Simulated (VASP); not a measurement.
Runs of VASP 6.6.1 on Ni. The structure is cubic, space group Fm-3m (No. 225). Conventional cell: a = 3.475 Å, b = 3.475 Å, c = 3.475 Å, α = 90.00°, β = 90.00°, γ = 90.00°. Ni (site symmetry m-3m) is surrounded by 12 Ni at 2.46 Å. 

```tsv
task	level	cell	cutoff (eV)	gap on the mesh (eV)	pressure (GPa)	moment (μB)	relaxed volume (Å³/atom)
band structure	AM05	as given	520	-	-	0.62	-
relaxation of cell and atoms	PBE+rVV10	relaxed	600	none	0.0	0.63	(a)
relaxation of cell and atoms	PBEsol+D3	relaxed	600	none	-0.1	0.62	10.08
band structure	PW91	as given	520	-	8.3	0.62	-
relaxation of cell and atoms	revPBE	relaxed	600	none	0.0	0.63	11.12
```

Alike in all rows: potentials or basis VASP PAW PBE potentials, release 64 (Ni); spin collinear, ferromagnetic start; k mesh 13 × 13 × 13; smearing fermi-dirac 0.05 eV.

Estimate the missing entries.

(a) 10.75.

Caveats: the PAW data sets were made with another functional, which shifts forces and pressure a little (some runs); pairwise dispersion overbinds metals, which lowers pressure and volume (some runs).

A gap of «none» marks a metal or a gap under the smearing width.
